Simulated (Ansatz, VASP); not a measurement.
# Au: programs and potentials compared

The starting cell:

```
Au
1.0
     0.00000    2.03500    2.03500
     2.03500    0.00000    2.03500
     2.03500    2.03500    0.00000
Au
1
Direct
  0.00000 0.00000 0.00000
```

Alike in all runs: task relaxation of cell and atoms; functional PBEsol; dispersion D4; k mesh 11 × 11 × 11; occupations fermi-dirac, width 0.05 eV; no spin polarisation; no spin-orbit coupling.

```tsv
program and potentials	plane-wave cutoff (eV)	notes	equilibrium volume (Å³/atom)
Ansatz, Ansatz PAW	420	potentials made for PBE, which Ansatz adapts in part; 19 valence electrons an atom on average	16.69
VASP, PBE PAW files Au, 600 eV	600	potentials made for PBE; 11 valence electrons an atom on average	16.67
Ansatz, all-electron LAPW, scalar-relativistic	-	-	16.69
```

The equilibrium volume spans 16.67 (VASP, PBE PAW files Au, 600 eV) to 16.69 Å³/atom (Ansatz, Ansatz PAW), with all-electron results at 16.69. Relaxations stop with a little pressure left, so the last digit of a volume isn't settled.

The functional is the same throughout but for its coding, so the spread measures potentials, basis and numerics; runs on potential files found faulty are left out.
